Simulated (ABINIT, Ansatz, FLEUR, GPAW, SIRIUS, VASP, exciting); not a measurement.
**One calculation of Cu, 7 ways**

```
Cu
1.0
    -0.00858    1.79575    1.80169
     1.82295   -0.02405    1.81716
     1.79533    1.78360    0.00357
Cu
1
Direct
  0.00146 0.97571 0.02932
```

The given cell was strained at random by a few per cent at fixed volume.

Alike in all runs: task single point; functional PBEsol; k mesh 13 × 13 × 13; occupations fermi-dirac, width 0.05 eV; no spin polarisation; no spin-orbit coupling. Pressure is positive in compression and, in plane waves, holds the error of the finite cutoff.

```csv
program and potentials,plane-wave cutoff (eV),notes,pressure (GPa),energy over the undisturbed cell (meV/atom)
"FLEUR, all-electron, FLAPW",-,-,-,1.43
"exciting, all-electron LAPW+lo, shipped species files, valence relativity iora*",-,-,-,1.44
"GPAW, PAW data sets generated for this functional",600,11 valence electrons an atom on average,-4.67,1.46
"SIRIUS, PseudoDojo 0.4.1 PBEsol standard (scalar relativistic)",1254,19 valence electrons an atom on average,-6.84,-
"ABINIT, PseudoDojo NC SR PBEsol v0.4.1 standard",1252,19 valence electrons an atom on average,-6.89,-
"Ansatz, all-electron LAPW, scalar-relativistic",-,-,-6.52,-
"VASP, PBE PAW files Cu, 520 eV",520,potentials made for PBE; 11 valence electrons an atom on average,-5.84,-
```

The pressure spans -6.89 (ABINIT, PseudoDojo NC SR PBEsol v0.4.1 standard) to -4.67 GPa (GPAW, PAW data sets generated for this functional), with all-electron results at -6.52.

Differences between rows come from potentials, basis sets and numerical settings, since the functional is the same but for its coding. Runs on potential files found faulty are left out.
